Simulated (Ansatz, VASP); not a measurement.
**One calculation of GaSb, two programs**

Contents of INCAR:

```
PREC     = Accurate       # precision mode
ENCUT    = 520            # plane-wave cutoff, eV
EDIFF    = 1E-6           # SCF threshold, eV
ISMEAR   = 0              # smearing method
SIGMA    = 0.022          # smearing width, eV
LREAL    = F              # projectors in reciprocal space
LASPH    = T              # aspherical terms in the spheres
NELM     = 100            # most SCF steps
ALGO     = Normal         # electronic algorithm
ISIF     = 2              # what is computed and relaxed
LWAVE    = F              # write WAVECAR
LCHARG   = F              # write CHGCAR
GGA      = PE             # functional
NBANDS   = 16             # bands
```

The input KPOINTS:

```
Automatic mesh
0
Gamma
  8 8 8
```

POSCAR

```
GaSb
1.0
    0.0000000000      3.0590000000      3.0590000000
    3.0590000000      0.0000000000      3.0590000000
    3.0590000000      3.0590000000      0.0000000000
Sb Ga
1 1
Direct
    0.7500000000      0.7500000000      0.7500000000
    0.0000000000      0.0000000000      0.0000000000
```

The input input.yaml:

```yaml
crystal:
  lattice:
    - [0.0, 3.059, 3.059]
    - [3.059, 0.0, 3.059]
    - [3.059, 3.059, 0.0]
  atoms:
    - { symbol: Sb, position: [0.75, 0.75, 0.75] }
    - { symbol: Ga, position: [0.0, 0.0, 0.0] }
hamiltonian:
  xc: pbe
  pseudopotentials: { kind: paw }
kpoints:
  mp_grid: { grid: [8, 8, 8] }
scf:
  occupations: { method: gaussian, width: 0.022 }
output:
  forces: true
  stress: true
  eigenvalues: true
```

Alike in both runs: task single point; functional PBE; k mesh 8 × 8 × 8; occupations gaussian, width 0.022 eV; no spin polarisation.

|  | VASP | Ansatz |
| --- | --- | --- |
| version | VASP 6.6.1 | Ansatz 0.2.0 |
| potentials or method | VASP PAW PBE potentials, release 64 (Sb, Ga_d) | Ansatz PAW |
| plane-wave cutoff (eV) | 520 | 420 |
| valence electrons in the cell | 18 | 28 |

|  | VASP | Ansatz | Ansatz less VASP |
| --- | --- | --- | --- |
| gap on the k mesh at the Fermi level (eV) | 0.04 | 0.03 | -0.002 |
| least direct gap on the mesh (eV) | 0.04 | 0.03 | -0.002 |
| pressure (GPa) | 2.4 | 2.3 | -0.07 |

With one functional, cell and mesh, what is left measures potentials, basis and numerics. The two sets of potentials don't hold the same shells in valence.

Caveats: spin-orbit coupling is left out, which moves the levels of the heavy elements. A k mesh can miss the band edges. Expect the measured gap to be larger: semilocal functionals such as PBE lack the derivative discontinuity.
